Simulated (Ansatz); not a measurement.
The system is NiO.

```xyz
2
Lattice="0.0000 2.0913 2.0913 2.0913 0.0000 2.0913 2.0913 2.0913 0.0000" Properties=species:S:1:pos:R:3 pbc="T T T"
Ni    0.0000    0.0000    0.0000
O     2.0913    2.0913    2.0913
```

Program: Ansatz 0.2.0. Alike in all runs: task projected density of states; potentials or basis Ansatz PAW; spin collinear, ferromagnetic start; cell as given; k mesh 6 × 6 × 6; smearing fermi-dirac 0.05 eV; the mesh is coarse, so values aren't converged.

Task: Order these runs on this cell by their band gap on the k mesh, lowest first.
A. level BLYP; cutoff (eV) 420
B. level r2SCAN0; cutoff (eV) 500
C. level r2SCAN; cutoff (eV) 500

Result: A (metal), C (0.81 eV), B (4.84 eV).

Caveats: all runs use coarse meshes; a cell with one magnetic atom can't hold antiferromagnetic order, which such compounds often take; the density of states is complete only up to the lowest level of the last band computed; the magnetic or orbital state may not be the lowest (some runs); semilocal functionals often make such compounds metallic where correlation or magnetic order opens a gap, which also shifts bond lengths (some runs).

A k mesh can miss the band edges.

Runs at the PBE level aren't shown here.
